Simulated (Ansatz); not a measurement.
**FeNi3 under pressure: fit and missing row**

FeNi3, Pm-3m, a = 3.544 Å. The structure is a Materials Project entry; whether it is the stable form wasn't checked. Ansatz: PBE, PAW, 420 eV, Γ-centred 12×12×12 mesh on 4 atoms, Gaussian smearing 0.10 eV; collinear spin, largest moment 2.9 μB. Cell and atoms are relaxed at each pressure, and no other structure is tried, so the rows at high pressure may lie past a change of phase.

```tsv
V (Å³/atom)	P (GPa)
?	90.01
9.392	50.01
10.069	25.00
10.546	12.00
10.909	4.06
11.070	1.00
11.125	0.00
11.182	-0.99
```

Question: Take V0 = 11.125 Å³/atom, fit the third-order Birch–Murnaghan form to the other rows, and predict the missing volume.

Answer: With the Eulerian strain f = ½[(V0/V)^(2/3) − 1] and y = P/[3f(1 + 2f)^(5/2)], the form is the line y = B0 + 1.5 B0 (B0′ − 4) f. Rows (f, y): 0.05975, 210.4; 0.03437, 205.3; 0.01814, 201.7; 0.00658, 199.1; 0.00165, 200.4; -0.00170, 195.8. Means f = 0.01980, y = 202.12; Σ(Δf)² = 0.002777, ΣΔfΔy = 0.5848; the slope is their ratio. y = 197.9 + 210.6 f GPa, so B0 = 197.9 GPa and B0′ = 4 + 2 × (210.6)/(3 × 197.9) = 4.71. P = 90.01 GPa is met at f = 0.09100 (y = 217.06), so V = V0 (1 + 2f)^(−3/2) = 8.657 Å³/atom. The run gave 8.647 Å³/atom, so the fit is 0.010 Å³/atom too high, 0.39 % of the span of the series, against an rms of 0.0005 Å³/atom on the fitted rows. The row lies outside the fitted range. The points of y bend away from a line: a fourth-order term fitted to them gives P = 90.07 GPa at this row's volume (the line 90.68, the run 90.01). Also, this row ran on the mesh 14×14×14, its neighbour on 12×12×12, which can shift it a little.

Only parallel moments were tried here. The mesh isn't the same in all rows (12×12×12, 14×14×14).